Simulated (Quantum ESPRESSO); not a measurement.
# BN (F-43m) in Quantum ESPRESSO: a series of runs

The runs below take BN through band structure, with PBE.

All numbers are computed with Quantum ESPRESSO 7.5; they aren't measurements. Logs are shortened: lines on timing, memory, paths and dates and some standing lists are left out, and cuts for length are marked.

**Experimental background.**

From a printed reference work, monograph, for a bulk crystal of BN at 300 K: band gap 6.4 eV (indirect).

The runs below are set against these values where they give the same quantity.

## (1) The crystal as given

It takes space group F-43m (No. 216, cubic). The conventional cell has a = 3.626 Å, b = 3.626 Å, c = 3.626 Å, α = 90.00°, β = 90.00°, γ = 90.00°. N (site symmetry -43m) has 4 B at 1.57 Å as nearest neighbours. Around B (site symmetry -43m) lie 4 N at 1.57 Å.

The cell is a database's computed one.

## (2) Band structure, PBE

File pw.in:

```
&CONTROL
  calculation = 'scf'
  prefix = 'pwscf'
  outdir = './tmp'
  pseudo_dir = './pseudo'
  tprnfor = .true.
  tstress = .true.
  disk_io = 'low'
/
&SYSTEM
  ibrav = 0
  nat = 2
  ntyp = 2
  ecutwfc = 84
  nbnd = 9
  occupations = 'smearing'
  smearing = 'fd'
  degauss = 0.00367493
/
&ELECTRONS
  conv_thr = 4d-10
  electron_maxstep = 120
  mixing_beta = 0.5
/
ATOMIC_SPECIES
N     14.0070 N.upf
B     10.8100 B.upf
CELL_PARAMETERS angstrom
   0.0000000000    1.8130010000    1.8130010000
   1.8130010000    0.0000000000    1.8130010000
   1.8130010000    1.8130010000    0.0000000000
ATOMIC_POSITIONS crystal
N      0.2500000000    0.2500000000    0.2500000000
B      0.0000000000    0.0000000000    0.0000000000
K_POINTS automatic
13 13 13 0 0 0
```

File bands.in:

```
&CONTROL
  calculation = 'bands'
  prefix = 'pwscf'
  outdir = './tmp'
  pseudo_dir = './pseudo'
  disk_io = 'low'
  verbosity = 'high'
/
&SYSTEM
  ibrav = 0
  nat = 2
  ntyp = 2
  ecutwfc = 84
  nbnd = 9
  occupations = 'smearing'
  smearing = 'fd'
  degauss = 0.00367493
/
&ELECTRONS
  conv_thr = 1d-08
  electron_maxstep = 120
  mixing_beta = 0.5
  diago_full_acc = .true.
  startingwfc = 'random'
/
ATOMIC_SPECIES
N     14.0070 N.upf
B     10.8100 B.upf
CELL_PARAMETERS angstrom
   0.0000000000    1.8130010000    1.8130010000
   1.8130010000    0.0000000000    1.8130010000
   1.8130010000    1.8130010000    0.0000000000
ATOMIC_POSITIONS crystal
N      0.2500000000    0.2500000000    0.2500000000
B      0.0000000000    0.0000000000    0.0000000000
K_POINTS crystal
60
 0.0000000000  0.0000000000  0.0000000000 1
 0.0625000000  0.0000000000  0.0625000000 1
 0.1250000000  0.0000000000  0.1250000000 1
 0.1875000000  0.0000000000  0.1875000000 1
 0.2500000000  0.0000000000  0.2500000000 1
 0.3125000000  0.0000000000  0.3125000000 1
 0.3750000000  0.0000000000  0.3750000000 1
 0.4375000000  0.0000000000  0.4375000000 1
 0.5000000000  0.0000000000  0.5000000000 1
 0.5000000000  0.0625000000  0.5625000000 1
 0.5000000000  0.1250000000  0.6250000000 1
 0.5000000000  0.1875000000  0.6875000000 1
 0.5000000000  0.2500000000  0.7500000000 1
 0.4375000000  0.3125000000  0.7500000000 1
 0.3750000000  0.3750000000  0.7500000000 1
 0.3375000000  0.3375000000  0.6750000000 1
 0.3000000000  0.3000000000  0.6000000000 1
 0.2625000000  0.2625000000  0.5250000000 1
 0.2250000000  0.2250000000  0.4500000000 1
 0.1875000000  0.1875000000  0.3750000000 1
 0.1500000000  0.1500000000  0.3000000000 1
 0.1125000000  0.1125000000  0.2250000000 1
 0.0750000000  0.0750000000  0.1500000000 1
 0.0375000000  0.0375000000  0.0750000000 1
 0.0000000000  0.0000000000  0.0000000000 1
 0.0625000000  0.0625000000  0.0625000000 1
 0.1250000000  0.1250000000  0.1250000000 1
 0.1875000000  0.1875000000  0.1875000000 1
 0.2500000000  0.2500000000  0.2500000000 1
 0.3125000000  0.3125000000  0.3125000000 1
 0.3750000000  0.3750000000  0.3750000000 1
 0.4375000000  0.4375000000  0.4375000000 1
 0.5000000000  0.5000000000  0.5000000000 1
 0.5250000000  0.4500000000  0.5250000000 1
 0.5500000000  0.4000000000  0.5500000000 1
 0.5750000000  0.3500000000  0.5750000000 1
 0.6000000000  0.3000000000  0.6000000000 1
 0.6250000000  0.2500000000  0.6250000000 1
 0.5833333333  0.2500000000  0.6666666667 1
 0.5416666667  0.2500000000  0.7083333333 1
 0.5000000000  0.2500000000  0.7500000000 1
 0.5000000000  0.2857142857  0.7142857143 1
 0.5000000000  0.3214285714  0.6785714286 1
 0.5000000000  0.3571428571  0.6428571429 1
 0.5000000000  0.3928571429  0.6071428571 1
 0.5000000000  0.4285714286  0.5714285714 1
 0.5000000000  0.4642857143  0.5357142857 1
 0.5000000000  0.5000000000  0.5000000000 1
 0.4821428571  0.4821428571  0.5357142857 1
 0.4642857143  0.4642857143  0.5714285714 1
 0.4464285714  0.4464285714  0.6071428571 1
 0.4285714286  0.4285714286  0.6428571429 1
 0.4107142857  0.4107142857  0.6785714286 1
 0.3928571429  0.3928571429  0.7142857143 1
 0.3750000000  0.3750000000  0.7500000000 1
 0.6250000000  0.2500000000  0.6250000000 1
 0.5937500000  0.1875000000  0.5937500000 1
 0.5625000000  0.1250000000  0.5625000000 1
 0.5312500000  0.0625000000  0.5312500000 1
 0.5000000000  0.0000000000  0.5000000000 1
```

Potentials or basis: PseudoDojo 0.5 SR PBE standard.

Launch:

```bash
$ OMP_NUM_THREADS=1 pw.x -in pw.in > pw.out
$ OMP_NUM_THREADS=1 pw.x -in bands.in > bands.out
```

pw.out:

```text
This program is part of the open-source Quantum ESPRESSO suite
     for quantum simulation of materials; please cite
         "P. Giannozzi et al., J. Phys.:Condens. Matter 21 395502 (2009);
         "P. Giannozzi et al., J. Phys.:Condens. Matter 29 465901 (2017);
         "P. Giannozzi et al., J. Chem. Phys. 152 154105 (2020);
     in publications or presentations arising from this work. More details at

     Message from routine setup:
     using ibrav=0 with symmetry is DISCOURAGED, use correct ibrav instead

     G-vector sticks info
     --------------------
     sticks:   dense  smooth     PW     G-vecs:    dense   smooth      PW
     Sum         547     547    163                 8363     8363    1459

     Using Slab Decomposition

     bravais-lattice index     =            0
     lattice parameter (alat)  =       4.8452  a.u.
     unit-cell volume          =      80.4305 (a.u.)^3
     number of atoms/cell      =            2
     number of atomic types    =            2
     number of electrons       =         8.00
     number of Kohn-Sham states=            9
     kinetic-energy cutoff     =      84.0000  Ry
     charge density cutoff     =     336.0000  Ry
     scf convergence threshold =      4.0E-10
     mixing beta               =       0.5000
     number of iterations used =            8  plain     mixing
     Exchange-correlation= PBE
                           (   1   4   3   4   0   0   0)

     celldm(1)=   4.845202  celldm(2)=   0.000000  celldm(3)=   0.000000
     celldm(4)=   0.000000  celldm(5)=   0.000000  celldm(6)=   0.000000

     crystal axes: (cart. coord. in units of alat)
               a(1) = (   0.000000   0.707107   0.707107 )
               a(2) = (   0.707107   0.000000   0.707107 )
               a(3) = (   0.707107   0.707107   0.000000 )

     reciprocal axes: (cart. coord. in units 2 pi/alat)
               b(1) = ( -0.707107  0.707107  0.707107 )
               b(2) = (  0.707107 -0.707107  0.707107 )
               b(3) = (  0.707107  0.707107 -0.707107 )

     PseudoPot. # 1 for N  read from file:
     N.upf
     Pseudo is Norm-conserving + core correction, Zval =  5.0
     Generated using ONCVPSP code by D. R. Hamann
     Using radial grid of 1058 points,  4 beta functions with:
                l(1) =   0
                l(2) =   0
                l(3) =   1
                l(4) =   1

     PseudoPot. # 2 for B  read from file:
     B.upf
     Pseudo is Norm-conserving + core correction, Zval =  3.0
     Generated using ONCVPSP code by D. R. Hamann
     Using radial grid of 1534 points,  4 beta functions with:
                l(1) =   0
                l(2) =   0
                l(3) =   1
                l(4) =   1

     atomic species   valence    mass     pseudopotential
     N                 5.00    14.00700     N ( 1.00)
     B                 3.00    10.81000     B ( 1.00)

     24 Sym. Ops. (no inversion) found

   Cartesian axes

     site n.     atom                  positions (alat units)
         1        N      tau(   1) = (   0.3535534   0.3535534   0.3535534  )
         2        B      tau(   2) = (   0.0000000   0.0000000   0.0000000  )

     number of k points=    84  Fermi-Dirac smearing, width (Ry)=  0.0037
                       cart. coord. in units 2pi/alat
        k(    1) = (   0.0000000   0.0000000   0.0000000), wk =   0.0009103
        k(    2) = (   0.0543928   0.0543928  -0.0543928), wk =   0.0072827
        k(    3) = (   0.1087857   0.1087857  -0.1087857), wk =   0.0072827
        k(    4) = (   0.1631785   0.1631785  -0.1631785), wk =   0.0072827
        k(    5) = (   0.2175713   0.2175713  -0.2175713), wk =   0.0072827
        k(    6) = (   0.2719641   0.2719641  -0.2719641), wk =   0.0072827
[... 76 lines left out ...]
        k(   83) = (   0.0000000  -0.4351426   0.6527140), wk =   0.0218480
        k(   84) = (  -0.0543928  -0.3807498   0.7071068), wk =   0.0218480

     Dense  grid:     8363 G-vectors     FFT dimensions: (  30,  30,  30)

     Initial potential from superposition of free atoms

     starting charge       7.9997, renormalised to       8.0000
     Starting wfcs are    8 randomized atomic wfcs +    1 random wfcs

     Self-consistent Calculation

     iteration #  1     ecut=    84.00 Ry     beta= 0.50
     Davidson diagonalization with overlap
     ethr =  1.00E-02,  avg # of iterations =  5.2

     total energy              =     -26.76620940 Ry
     estimated scf accuracy    <       0.21183490 Ry

     iteration #  2     ecut=    84.00 Ry     beta= 0.50
     Davidson diagonalization with overlap
     ethr =  2.65E-03,  avg # of iterations =  1.1

     total energy              =     -26.80371297 Ry
     estimated scf accuracy    <       0.02091776 Ry

     iteration #  3     ecut=    84.00 Ry     beta= 0.50
     Davidson diagonalization with overlap
     ethr =  2.61E-04,  avg # of iterations =  1.0
[... 22 lines left out ...]
     total energy              =     -26.80561298 Ry
     estimated scf accuracy    <       0.00000002 Ry

     iteration #  7     ecut=    84.00 Ry     beta= 0.50
     Davidson diagonalization with overlap
     ethr =  1.93E-10,  avg # of iterations =  3.2

     total energy              =     -26.80561300 Ry
     estimated scf accuracy    <       0.00000002 Ry

     iteration #  8     ecut=    84.00 Ry     beta= 0.50
     Davidson diagonalization with overlap
     ethr =  1.93E-10,  avg # of iterations =  1.0

     End of self-consistent calculation

          k = 0.0000 0.0000 0.0000 (  1037 PWs)   bands (ev):

    -9.0969  11.0109  11.0109  11.0109  19.8434  19.8434  19.8434  21.2286
    35.5845

          k = 0.0544 0.0544-0.0544 (  1028 PWs)   bands (ev):

    -8.9539  10.2319  10.8573  10.8573  20.0129  20.0757  20.0757  21.7180
    35.4404

          k = 0.1088 0.1088-0.1088 (  1025 PWs)   bands (ev):

    -8.5293   8.3851  10.4724  10.4724  20.2812  20.6375  20.6375  22.9099
    35.0057

          k = 0.1632 0.1632-0.1632 (  1041 PWs)   bands (ev):

    -7.8395   6.1491  10.0061  10.0061  20.5493  21.2293  21.2293  24.1809
    34.4863
[... 388 lines left out ...]
    -3.4998   2.8415   5.0266   5.2370  18.4751  22.7128  26.0704  28.0315
    30.4823

          k = 0.0000-0.4351 0.6527 (  1051 PWs)   bands (ev):

    -3.3325   3.1239   3.9665   5.4425  19.4752  23.9521  25.3286  27.1788
    30.0870

          k =-0.0544-0.3807 0.7071 (  1054 PWs)   bands (ev):

    -3.3475   3.2409   4.1299   5.0255  20.4892  23.9863  25.0875  26.4949
    29.9970

     the Fermi energy is    13.2438 ev

!    total energy              =     -26.80561300 Ry
     estimated scf accuracy    <          2.4E-10 Ry
     smearing contrib. (-TS)   =       0.00000000 Ry
     internal energy E=F+TS    =     -26.80561300 Ry

     The total energy is F=E-TS. E is the sum of the following terms:
     one-electron contribution =       4.58468599 Ry
     hartree contribution      =       3.60102472 Ry
     xc contribution           =      -8.73046091 Ry
     ewald contribution        =     -26.26086280 Ry

     convergence has been achieved in   8 iterations

     Forces acting on atoms (cartesian axes, Ry/au):

     atom    1 type  1   force =     0.00000000    0.00000000    0.00000000
     atom    2 type  2   force =    -0.00000000   -0.00000000   -0.00000000

     Total force =     0.000000     Total SCF correction =     0.000000

     Computing stress (Cartesian axis) and pressure

          total   stress  (Ry/bohr**3)                   (kbar)     P=       -7.94
  -0.00005394   0.00000000  -0.00000000           -7.94        0.00       -0.00
  -0.00000000  -0.00005394  -0.00000000           -0.00       -7.94       -0.00
  -0.00000000  -0.00000000  -0.00005394           -0.00       -0.00       -7.94

=------------------------------------------------------------------------------=
   JOB DONE.
=------------------------------------------------------------------------------=
```

It took 19 s on 1 thread of Intel Xeon Platinum 8259CL at 2.50GHz (Skylake/Cascade Lake), shared host; peak memory 0.09 GiB.

What came out:

```
Free energy             : -364.7089 eV
Pressure                : -0.8 GPa
Band gap on the k mesh  : 4.60 eV, indirect (least direct gap 8.83 eV)
Band gap along the path : 4.52 eV, indirect (least direct gap 8.83 eV)
```

Levels at the corners of the path, in eV from the valence-band top:
| point | band 1 | band 2 | band 3 | band 4 | band 5 | band 6 | band 7 | band 8 |
| --- | --- | --- | --- | --- | --- | --- | --- | --- |
| Γ | -20.11 | 0.00 | 0.00 | 0.00 | 8.83 | 8.83 | 8.83 | 10.22 |
| X | -14.57 | -8.85 | -4.86 | -4.86 | 4.52 | 9.29 | 17.77 | 17.77 |
| W | -14.27 | -7.54 | -6.89 | -6.44 | 9.61 | 13.23 | 14.55 | 14.55 |
| K | -14.49 | -8.07 | -7.58 | -4.04 | 6.95 | 12.86 | 15.72 | 16.54 |
| Γ | -20.11 | 0.00 | 0.00 | 0.00 | 8.83 | 8.83 | 8.83 | 10.22 |
| L | -15.93 | -10.60 | -1.93 | -1.93 | 10.09 | 10.73 | 10.73 | 15.16 |
| U | -14.49 | -8.07 | -7.58 | -4.04 | 6.95 | 12.86 | 15.72 | 16.54 |
| W | -14.27 | -7.54 | -6.89 | -6.44 | 9.61 | 13.23 | 14.55 | 14.55 |
| L | -15.93 | -10.60 | -1.93 | -1.93 | 10.09 | 10.73 | 10.73 | 15.16 |
| K | -14.49 | -8.07 | -7.58 | -4.04 | 6.95 | 12.86 | 15.72 | 16.54 |
| U | -14.49 | -8.07 | -7.58 | -4.04 | 6.95 | 12.86 | 15.72 | 16.54 |
| X | -14.57 | -8.85 | -4.86 | -4.86 | 4.52 | 9.29 | 17.77 | 17.77 |

## (3) Band structure, PBE

pw.in is that of step 2.

bands.in is that of step 2.

Potentials or basis: PseudoDojo 0.5 SR PBE stringent.

Launch:

```bash
$ OMP_NUM_THREADS=1 pw.x -in pw.in > pw.out
$ OMP_NUM_THREADS=1 pw.x -in bands.in > bands.out
```

Wall time 23 s (1 thread of Intel Xeon Platinum 8259CL at 2.50GHz (Skylake/Cascade Lake), shared host); peak memory 0.09 GiB.

It converged, with:

| Property | Result |
| --- | --- |
| Free energy | -364.7089 eV |
| Pressure | -0.8 GPa |
| Band gap on the k mesh | 4.60 eV, indirect (least direct gap 8.83 eV) |
| Band gap along the path | 4.52 eV, indirect (least direct gap 8.83 eV) |

Levels at the corners of the path, in eV from the valence-band top:
```
point  band 2  band 3  band 4  band 5  band 6  band 7
    Γ    0.00    0.00    0.00    8.83    8.83    8.83
    X   -8.85   -4.86   -4.86    4.52    9.29   17.77
    W   -7.54   -6.89   -6.44    9.61   13.23   14.55
    K   -8.07   -7.58   -4.04    6.95   12.86   15.72
    Γ    0.00    0.00    0.00    8.83    8.83    8.83
    L  -10.60   -1.93   -1.93   10.09   10.73   10.73
    U   -8.07   -7.58   -4.04    6.95   12.86   15.72
    W   -7.54   -6.89   -6.44    9.61   13.23   14.55
    L  -10.60   -1.93   -1.93   10.09   10.73   10.73
    K   -8.07   -7.58   -4.04    6.95   12.86   15.72
    U   -8.07   -7.58   -4.04    6.95   12.86   15.72
    X   -8.85   -4.86   -4.86    4.52    9.29   17.77
```

## (4) Band structure, PBE

Changes to pw.in since step 3:

```diff
@@ -13,3 +13,3 @@
   ntyp = 2
-  ecutwfc = 84
+  ecutwfc = 88
   nbnd = 9
@@ -25,4 +25,4 @@
 ATOMIC_SPECIES
-N     14.0070 N.upf
-B     10.8100 B.upf
+N     14.0070 N_ONCV_PBE-1.2.upf
+B     10.8100 B_ONCV_PBE-1.2.upf
 CELL_PARAMETERS angstrom
```

File pp_density.in:

```
&INPUTPP
  prefix = 'pwscf'
  outdir = './tmp'
  filplot = 'density.dat'
  plot_num = 0
/
&PLOT
  nfile = 1
  filepp(1) = 'density.dat'
  iflag = 3
  output_format = 6
  fileout = 'density.cube'
/
```

File pp_potential.in:

```
&INPUTPP
  prefix = 'pwscf'
  outdir = './tmp'
  filplot = 'potential.dat'
  plot_num = 11
/
&PLOT
  nfile = 1
  filepp(1) = 'potential.dat'
  iflag = 3
  output_format = 6
  fileout = 'potential.cube'
/
```

File pp_elf.in:

```
&INPUTPP
  prefix = 'pwscf'
  outdir = './tmp'
  filplot = 'elf.dat'
  plot_num = 8
/
&PLOT
  nfile = 1
  filepp(1) = 'elf.dat'
  iflag = 3
  output_format = 6
  fileout = 'elf.cube'
/
```

Changes to bands.in since step 3:

```diff
@@ -12,3 +12,3 @@
   ntyp = 2
-  ecutwfc = 84
+  ecutwfc = 88
   nbnd = 9
@@ -26,4 +26,4 @@
 ATOMIC_SPECIES
-N     14.0070 N.upf
-B     10.8100 B.upf
+N     14.0070 N_ONCV_PBE-1.2.upf
+B     10.8100 B_ONCV_PBE-1.2.upf
 CELL_PARAMETERS angstrom
```

Potentials or basis: SG15 PBE 1.2.

Launch:

```bash
$ OMP_NUM_THREADS=1 pw.x -in pw.in > pw.out
$ OMP_NUM_THREADS=1 pp.x -in pp_density.in > pp_density.out
$ OMP_NUM_THREADS=1 pp.x -in pp_potential.in > pp_potential.out
$ OMP_NUM_THREADS=1 pp.x -in pp_elf.in > pp_elf.out
$ OMP_NUM_THREADS=1 pw.x -in bands.in > bands.out
```

Wall time 30 s (1 thread of Intel Xeon Platinum 8259CL at 2.50GHz (Skylake/Cascade Lake), shared host); peak memory 0.09 GiB.

The run converged. Its results:

| Quantity | Value |
| --- | --- |
| Free energy | -350.3412 eV |
| Pressure | -1.5 GPa |
| Band gap on the k mesh | 4.60 eV, indirect (least direct gap 8.76 eV) |
| Band gap along the path | 4.53 eV, indirect (least direct gap 8.76 eV) |

Levels at the corners of the path, in eV from the valence-band top:
```csv
point,band 2,band 3,band 4,band 5,band 6,band 7
Γ,0.00,0.00,0.00,8.76,8.76,8.76
X,-8.84,-4.88,-4.88,4.53,9.28,17.69
W,-7.54,-6.89,-6.45,9.61,13.19,14.50
K,-8.07,-7.59,-4.05,6.96,12.84,15.66
Γ,0.00,0.00,0.00,8.76,8.76,8.76
L,-10.60,-1.94,-1.94,10.08,10.68,10.68
U,-8.07,-7.59,-4.05,6.96,12.84,15.66
W,-7.54,-6.89,-6.45,9.61,13.19,14.50
L,-10.60,-1.94,-1.94,10.08,10.68,10.68
K,-8.07,-7.59,-4.05,6.96,12.84,15.66
U,-8.07,-7.59,-4.05,6.96,12.84,15.66
X,-8.84,-4.88,-4.88,4.53,9.28,17.69
```

[end of part 1 of 2]
